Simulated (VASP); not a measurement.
# SiO2 (P4_32_12) in VASP: notebook

The runs below take SiO2 through equation of state, with LDA.

All numbers are computed with VASP 6.6.1; they aren't measurements. Logs are shortened: lines on timing, memory, paths and dates and some standing lists are left out, and cuts for length are marked.

## Step 1: The structure

The structure is tetragonal, space group P4_32_12 (No. 96). Conventional cell: a = 4.960 Å, b = 4.960 Å, c = 6.890 Å, α = 90.00°, β = 90.00°, γ = 90.00°. Si (site symmetry 2) has 4 O at 1.61 Å as nearest neighbours. O (site symmetry 1) has 2 Si at 1.61 Å as nearest neighbours.

The cell comes from a database or a generator and needn't be the stable form of this composition.

## Step 2: Equation of state, LDA, 13.56 Å³/atom (a relaxed cell with its volume scaled by 0.96)

File INCAR:

```
PREC     = Accurate       # precision mode
ENCUT    = 520            # plane-wave cutoff, eV
EDIFF    = 1E-7           # SCF threshold, eV
ISMEAR   = 0              # smearing method
SIGMA    = 0.02           # smearing width, eV
LREAL    = F              # projectors in reciprocal space
LASPH    = T              # aspherical terms in the spheres
NELM     = 100            # most SCF steps
ALGO     = Fast           # electronic algorithm
ISIF     = 2              # what is computed and relaxed
LWAVE    = F              # write WAVECAR
LCHARG   = F              # write CHGCAR
KPAR     = 4
```

File KPOINTS:

```
regular mesh
0
Gamma
  6 6 4
```

File POSCAR:

```
SiO2                                    
1.0
    4.8934570150      0.0000000000      0.0000000000
    0.0000000000      4.8934570150      0.0000000000
   -0.0000000000      0.0000000000      6.7971640341
  Si              O             
     4     8
Direct
     0.8031231580476329    0.8031231580476329    0.5000000000000000
     0.6968768419523671    0.3031231580476328    0.2500000000000000
     0.3031231580476328    0.6968768419523671    0.7500000000000000
     0.1968768419523672    0.1968768419523672    0.0000000000000000
     0.7620633511413003    0.1105180131067036    0.4320434101687095
     0.8894819868932963    0.2379366488586998    0.0679565898312906
     0.1105180131067036    0.7620633511413003    0.5679565898312906
     0.2620633511413002    0.3894819868932964    0.8179565898312906
     0.2379366488586998    0.8894819868932963    0.9320434101687094
     0.7379366488586997    0.6105180131067037    0.3179565898312905
     0.3894819868932964    0.2620633511413002    0.1820434101687094
     0.6105180131067037    0.7379366488586997    0.6820434101687094
```

Potentials or basis: VASP PAW LDA potentials, release 64 (Si, O).

Started as:

```sh
> cat potpaw_LDA.64/Si/POTCAR potpaw_LDA.64/O/POTCAR > POTCAR
> mpirun -np 4 vasp_std > vasp.out
```

OUTCAR:

```text
PREC = Accurate
   ENCUT = 520
   EDIFF = 1E-7
   ISMEAR = 0
   LREAL = F
   LASPH = T
   NELM = 100
   ISIF = 2

 ion  position               nearest neighbor table
   1  0.803  0.803  0.500-   5 1.59   7 1.59  10 1.59  12 1.59   2 3.02   3 3.02   2 3.02   3 3.02

   2  0.697  0.303  0.250-  10 1.59  11 1.59   5 1.59   6 1.59   1 3.02   4 3.02   1 3.02   4 3.02

   3  0.303  0.697  0.750-   8 1.59  12 1.59   9 1.59   7 1.59   1 3.02   4 3.02   4 3.02   1 3.02

   4  0.197  0.197  0.000-   6 1.59   9 1.59   8 1.59  11 1.59   2 3.02   3 3.02   3 3.02   2 3.02

   5  0.762  0.111  0.432-   1 1.59   2 1.59
   6  0.889  0.238  0.068-   4 1.59   2 1.59
   7  0.111  0.762  0.568-   1 1.59   3 1.59
   8  0.262  0.389  0.818-   3 1.59   4 1.59
   9  0.238  0.889  0.932-   4 1.59   3 1.59
  10  0.738  0.611  0.318-   2 1.59   1 1.59
  11  0.389  0.262  0.182-   2 1.59   4 1.59
  12  0.611  0.738  0.682-   3 1.59   1 1.59

  LATTYP: Found a simple tetragonal cell.
 ALAT       =     4.8934570150
 C/A-ratio  =     1.3890311110

  Lattice vectors:

 A1 = (   4.8934570150,   0.0000000000,   0.0000000000)
 A2 = (   0.0000000000,   4.8934570150,   0.0000000000)
 A3 = (   0.0000000000,   0.0000000000,   6.7971640341)

Analysis of symmetry for initial positions (statically):
=====================================================================
 Subroutine PRICEL returns:
 Original cell was already a primitive cell.

 Routine SETGRP: Setting up the symmetry group for a
 simple tetragonal supercell.

 Subroutine GETGRP returns: Found  8 space group operations
 (whereof  2 operations were pure point group operations)
 out of a pool of 16 trial point group operations.

The static configuration has the point symmetry C_2 .
 The point group associated with its full space group is D_4 .

Analysis of symmetry for dynamics (positions and initial velocities):
=====================================================================
 Subroutine PRICEL returns:
 Original cell was already a primitive cell.

 Routine SETGRP: Setting up the symmetry group for a
 simple tetragonal supercell.

 Subroutine GETGRP returns: Found  8 space group operations
 (whereof  2 operations were pure point group operations)
 out of a pool of 16 trial point group operations.

The dynamic configuration has the point symmetry C_2 .
 The point group associated with its full space group is D_4 .

 Subroutine INISYM returns: Found  8 space group operations
 (whereof  2 operations are pure point group operations),
 and found     1 'primitive' translations

----------------------------------------------------------------------------------------

                                     Primitive cell

  volume of cell :     162.7644

  direct lattice vectors                    reciprocal lattice vectors
     4.893457015  0.000000000  0.000000000     0.204354508  0.000000000  0.000000000
     0.000000000  4.893457015  0.000000000     0.000000000  0.204354508  0.000000000
     0.000000000  0.000000000  6.797164034     0.000000000  0.000000000  0.147120181

  length of vectors
     4.893457015  4.893457015  6.797164034     0.204354508  0.204354508  0.147120181

  position of ions in fractional coordinates (direct lattice)
     0.803123158  0.803123158  0.500000000
     0.696876842  0.303123158  0.250000000
     0.303123158  0.696876842  0.750000000
     0.196876842  0.196876842  0.000000000
     0.762063351  0.110518013  0.432043410
     0.889481987  0.237936649  0.067956590
     0.110518013  0.762063351  0.567956590
     0.262063351  0.389481987  0.817956590
     0.237936649  0.889481987  0.932043410
     0.737936649  0.610518013  0.317956590
     0.389481987  0.262063351  0.182043410
     0.610518013  0.737936649  0.682043410

  ion indices of the primitive-cell ions
   primitive index   ion index
                 1           1
                 2           2
                 3           3
                 4           4
                 5           5
                 6           6
                 7           7
                 8           8
                 9           9
                10          10
                11          11
                12          12

----------------------------------------------------------------------------------------

 KPOINTS: regular mesh

Automatic generation of k-mesh.
 Grid dimensions read from file:
 generate k-points for:    6    6    4

 Generating k-lattice:

  Cartesian coordinates                     Fractional coordinates (reciprocal lattice)
     0.034059085  0.000000000  0.000000000     0.166666667  0.000000000  0.000000000
     0.000000000  0.034059085  0.000000000     0.000000000  0.166666667  0.000000000
     0.000000000  0.000000000  0.036780045     0.000000000  0.000000000  0.250000000

  Length of vectors
     0.034059085  0.034059085  0.036780045

  Shift w.r.t. Gamma in fractional coordinates (k-lattice)
     0.000000000  0.000000000  0.000000000

 Subroutine IBZKPT returns following result:
 ===========================================

 Found     30 irreducible k-points:

 Following reciprocal coordinates:
            Coordinates               Weight
  0.000000  0.000000  0.000000      1.000000
  0.166667  0.000000  0.000000      4.000000
  0.333333  0.000000  0.000000      4.000000
  0.500000  0.000000  0.000000      2.000000
  0.166667  0.166667  0.000000      4.000000
  0.333333  0.166667  0.000000      8.000000
[... 16 lines left out ...]
  0.333333  0.000000  0.500000      4.000000
  0.500000  0.000000  0.500000      2.000000
 [... further k-points ...]
   k-points           NKPTS =     30   k-points in BZ     NKDIM =     30   number of bands    NBANDS=     39
   number of dos      NEDOS =    301   number of ions     NIONS =     12
   total plane-waves  NPLWV =  69984
   dimension x,y,z NGX =    36 NGY =   36 NGZ =   54
   dimension x,y,z NGXF=    72 NGYF=   72 NGZF=  108
   ions per type =               4   8
   NGX,Y,Z   is equivalent  to a cutoff of  12.23, 12.23, 13.21 a.u.
   NGXF,Y,Z  is equivalent  to a cutoff of  24.46, 24.46, 26.41 a.u.
 SYSTEM =  unknown system
   PREC   = accura    normal or accurate (medium, high low for compatibility)
   ISTART =      0    job   : 0-new  1-cont  2-samecut
   ICHARG =      2    charge: 1-file 2-atom 10-const
   ISPIN  =      1    spin polarized calculation?
   LNONCOLLINEAR =      F non collinear calculations
   LSORBIT =      F    spin-orbit coupling
   LASPH  =      T    aspherical Exc in radial PAW
   ENCUT  =  520.0 eV  38.22 Ry    6.18 a.u.   9.10  9.10 12.64*2*pi/ulx,y,z
   NELM   =    100;   NELMIN=  2; NELMDL= -5     # of ELM steps
   EDIFF  = 0.1E-06   stopping-criterion for ELM
   LREAL  =      F    real-space projection
   EDIFFG = 0.1E-05   stopping-criterion for IOM
   NSW    =      0    number of steps for IOM
   IBRION =     -1    ionic relax: 0-MD 1-quasi-New 2-CG
   NFREE  =      0    steps in history (QN), initial steepest desc. (CG)
   ISIF   =      2    stress and relaxation
   ISYM   =      2    0-nonsym 1-usesym 2-fastsym
   POTIM  = 0.5000    time-step for ionic-motion
   TEBEG  =    0.0;   TEEND  =   0.0 temperature during run
   PSTRESS=    0.0 pullay stress
   NELECT =      64.0000    total number of electrons
   NUPDOWN=      -1.0000    fix difference up-down
   EMIN   =  10.00;   EMAX   =-10.00  energy-range for DOS
   EFERMI =   0.00;   METHOD = LEGACY
   ISMEAR =     0;   SIGMA  =   0.02  broadening in eV -4-tet -1-fermi 0-gaus
   EFERMI_NEDOS =   21; number of points for ismear=-14 and -15
   IALGO  =     68    algorithm
   IMIX   =      4    mixing-type and parameters
     AMIX     =   0.40;   BMIX     =  1.00
     AMIX_MAG =   1.60;   BMIX_MAG =  1.00
  volume/ion in A,a.u.               =      13.56        91.53
  Fermi-wavevector in a.u.,A,eV,Ry     =   1.199357  2.266456 19.571391  1.438457
  Thomas-Fermi vector in A             =   2.335222
   LORBIT       =      0    0 simple, 1 ext, 2 COOP (PROOUT), +10 PAW based schemes
   GGA     = CA    functional components
   LHFCALC =     F    Hartree Fock is set to
   AEXX    =    0.0000 exact exchange contribution
   IVDW    =     0    specifies the selected vdW correction
   LEPSILON=     F    determine dielectric tensor
   LRPA    =     F    only Hartree local field effects (RPA)
 non-spin polarized calculation
 RMM-DIIS sequential band-by-band and
 Gauss-broadening in eV      SIGMA  =   0.02
  energy-cutoff  :      520.00
  volume of cell :      162.76
 maximum number of plane-waves:      4404
   NGX = 19   NGY = 19   NGZ = 25

 number of electron      63.9999969 magnetization

 Free energy of the ion-electron system (eV)
  ---------------------------------------------------
  ext. energy  EPLUGINS =         0.00000000
  ---------------------------------------------------
  free energy    TOTEN  =      -103.56839018 eV

  energy without entropy =     -103.56839018  energy(sigma->0) =     -103.56839018

 E-fermi :   0.3948     XC(G=0):  -9.2422

 val. band max:        0.2597513103   @ k =   0.0000   0.0000   0.0000
 cond. band min:       5.9935432228   @ k =   0.0000   0.0000   0.0000
 fundamental gap:      5.7337919126
 Fermi energy:         0.3948188373

 k-point     1 :       0.0000    0.0000    0.0000
  band No.  band energies     occupation
      1     -19.2276      2.00000
      2     -18.2366      2.00000
      3     -18.2366      2.00000
      4     -16.9427      2.00000
      5     -16.8958      2.00000
      6     -16.8886      2.00000
[... 31 lines left out ...]
     38       9.9950      0.00000
     39      10.4050      0.00000

 k-point     2 :       0.1667    0.0000    0.0000
  band No.  band energies     occupation
      1     -19.1640      2.00000
      2     -18.3008      2.00000
      3     -18.1615      2.00000
      4     -16.9922      2.00000
      5     -16.9481      2.00000
      6     -16.9117      2.00000
[... 913 lines left out ...]
     38       9.8578      0.00000
     39      10.4065      0.00000

 k-point    24 :       0.5000    0.0000    0.5000
  band No.  band energies     occupation
      1     -18.7292      2.00000
      2     -18.7292      2.00000
      3     -17.6586      2.00000
      4     -17.6586      2.00000
      5     -16.9439      2.00000
      6     -16.9439      2.00000
[... 31 lines left out ...]
     38       9.4548      0.00000
     39      10.6766      0.00000

 [... further k-points ...]
[... 5 lines left out ...]
  --------------------------------------------------------------------------------------
  -------------------------------------------------------------------------------------
  Total        8.2045460      8.2045460      8.1860306      0.0000000      0.0000000      0.0000000
  in kB       80.7617704     80.7617704     80.5795137      0.0000000      0.0000000      0.0000000
  external PRESSURE =      80.7010182 kB  Pullay stress =       0.0000000 kB

 VOLUME and BASIS-vectors are now :
 -----------------------------------------------------------------------------
  energy-cutoff  :      520.00
  volume of cell :      162.76
      direct lattice vectors                 reciprocal lattice vectors
     4.893457015  0.000000000  0.000000000     0.204354508  0.000000000  0.000000000
     0.000000000  4.893457015  0.000000000     0.000000000  0.204354508  0.000000000
     0.000000000  0.000000000  6.797164034     0.000000000  0.000000000  0.147120181

 POSITION                                       TOTAL-FORCE (eV/Angst)
 -----------------------------------------------------------------------------------
      3.93005      3.93005      3.39858         0.026014      0.026014      0.000000
      3.41014      1.48332      1.69929        -0.026014      0.026014      0.000000
      1.48332      3.41014      5.09787         0.026014     -0.026014      0.000000
      0.96341      0.96341      0.00000        -0.026014     -0.026014      0.000000
      3.72912      0.54082      2.93667         0.056780      0.323899      0.378225
      4.35264      1.16433      0.46191        -0.323899     -0.056780     -0.378225
      0.54082      3.72912      3.86049         0.323899      0.056780     -0.378225
      1.28240      1.90591      5.55979         0.056780     -0.323899     -0.378225
      1.16433      4.35264      6.33525        -0.056780     -0.323899      0.378225
      3.61106      2.98754      2.16120        -0.056780      0.323899     -0.378225
      1.90591      1.28240      1.23738        -0.323899      0.056780      0.378225
      2.98754      3.61106      4.63596         0.323899     -0.056780      0.378225
 -----------------------------------------------------------------------------------
    total drift:                                0.000000     -0.000000     -0.000000

  FREE ENERGIE OF THE ION-ELECTRON SYSTEM (eV)
  ---------------------------------------------------
  free  energy   TOTEN  =      -103.5683901783 eV

  energy  without entropy=     -103.5683901783  energy(sigma->0) =     -103.56839018
```

Run time: 29 s. Hardware: 4 MPI ranks of Intel Xeon Platinum 8559C (Emerald Rapids), shared host; peak memory 0.28 GiB.

What came out:

| Property | Result |
| --- | --- |
| Free energy | -103.5684 eV |
| Pressure | 8.1 GPa |
| Largest force | 0.501 eV/Å |
| Band gap on the k mesh | 5.73 eV, direct |

## Step 3: Equation of state, LDA, 13.85 Å³/atom (a relaxed cell with its volume scaled by 0.98)

INCAR is that of step 2.

KPOINTS is that of step 2.

Changes to POSCAR since step 2:

```diff
@@ -2,5 +2,5 @@
 1.0
-    4.8934570150      0.0000000000      0.0000000000
-    0.0000000000      4.8934570150      0.0000000000
-   -0.0000000000      0.0000000000      6.7971640341
+    4.9272060609      0.0000000000      0.0000000000
+    0.0000000000      4.9272060609      0.0000000000
+   -0.0000000000      0.0000000000      6.8440425088
   Si              O
```

Potentials or basis: VASP PAW LDA potentials, release 64 (Si, O).

Started as:

```sh
> cat potpaw_LDA.64/Si/POTCAR potpaw_LDA.64/O/POTCAR > POTCAR
> mpirun -np 4 vasp_std > vasp.out
```

Wall time 44 s (4 MPI ranks of Intel Xeon Platinum 8559C (Emerald Rapids), shared host); peak memory 0.28 GiB.

Results (log left out):

```yaml
Free_energy: -103.6995 eV
Pressure: 4.0 GPa
Largest_force: 0.248 eV/Å
Band_gap_on_the_k_mesh: 5.64 eV, direct
```

## Step 4: Equation of state, LDA, 14.13 Å³/atom

INCAR is that of step 3.

KPOINTS is that of step 3.

Changes to POSCAR since step 3:

```diff
@@ -2,5 +2,5 @@
 1.0
-    4.9272060609      0.0000000000      0.0000000000
-    0.0000000000      4.9272060609      0.0000000000
-   -0.0000000000      0.0000000000      6.8440425088
+    4.9604990036      0.0000000000      0.0000000000
+    0.0000000000      4.9604990036      0.0000000000
+   -0.0000000000      0.0000000000      6.8902874421
   Si              O
```

Started as:

```sh
> cat potpaw_LDA.64/Si/POTCAR potpaw_LDA.64/O/POTCAR > POTCAR
> mpirun -np 4 vasp_std > vasp.out
```

It took 43 s on 4 MPI ranks of Intel Xeon Platinum 8559C (Emerald Rapids), shared host; peak memory 0.29 GiB.

Results (log left out):

```
Free energy            : -103.7482 eV
Pressure               : 0.3 GPa
Largest force          : 0.021 eV/Å
Band gap on the k mesh : 5.53 eV, direct
```

## Step 5: Equation of state, LDA, 14.41 Å³/atom (a relaxed cell with its volume scaled by 1.02)

INCAR is that of step 4.

KPOINTS is that of step 4.

Changes to POSCAR since step 4:

```diff
@@ -2,5 +2,5 @@
 1.0
-    4.9604990036      0.0000000000      0.0000000000
-    0.0000000000      4.9604990036      0.0000000000
-   -0.0000000000      0.0000000000      6.8902874421
+    4.9933509478      0.0000000000      0.0000000000
+    0.0000000000      4.9933509478      0.0000000000
+   -0.0000000000      0.0000000000      6.9359198146
   Si              O
```

Started as:

```sh
> cat potpaw_LDA.64/Si/POTCAR potpaw_LDA.64/O/POTCAR > POTCAR
> mpirun -np 4 vasp_std > vasp.out
```

Wall time 40 s (4 MPI ranks of Intel Xeon Platinum 8559C (Emerald Rapids), shared host); peak memory 0.29 GiB.

It converged, with:

- Free energy: -103.7219 eV
- Pressure: -3.1 GPa
- Largest force: 0.201 eV/Å
- Band gap on the k mesh: 5.42 eV, direct

## Step 6: Equation of state, LDA, 14.69 Å³/atom (a relaxed cell with its volume scaled by 1.04)

INCAR is that of step 5.

KPOINTS is that of step 5.

Changes to POSCAR since step 5:

```diff
@@ -2,5 +2,5 @@
 1.0
-    4.9933509478      0.0000000000      0.0000000000
-    0.0000000000      4.9933509478      0.0000000000
-   -0.0000000000      0.0000000000      6.9359198146
+    5.0257762131      0.0000000000      0.0000000000
+    0.0000000000      5.0257762131      0.0000000000
+   -0.0000000000      0.0000000000      6.9809595169
   Si              O
```

Potentials or basis: VASP PAW LDA potentials, release 64 (Si, O).

Started as:

```sh
> cat potpaw_LDA.64/Si/POTCAR potpaw_LDA.64/O/POTCAR > POTCAR
> mpirun -np 4 vasp_std > vasp.out
```

Wall time 44 s (4 MPI ranks of Intel Xeon Platinum 8559C (Emerald Rapids), shared host); peak memory 0.29 GiB.

Results (log left out):

```
Free energy            : -103.6279 eV
Pressure               : -6.1 GPa
Largest force          : 0.399 eV/Å
Band gap on the k mesh : 5.31 eV, direct
```

## Step 7: Equation of state, LDA

This step only gathers the single runs of the series.

What came out:

* Equilibrium volume: 14.17 Å³/atom
* Bulk modulus at fixed shape and positions: 175 GPa
* Pressure derivative of the bulk modulus: 3.9 (rough: it moves with the points fitted)

Energy against volume, from the lowest point:
```csv
volume (Å³/atom),energy (meV/atom)
13.564,14.99
13.846,4.06
14.129,0.00
14.411,2.19
14.694,10.03
```

Caveat: the cell was scaled at fixed shape and fractional positions, which overstates the stiffness of a crystal with free parameters, most of all of layers and chains.
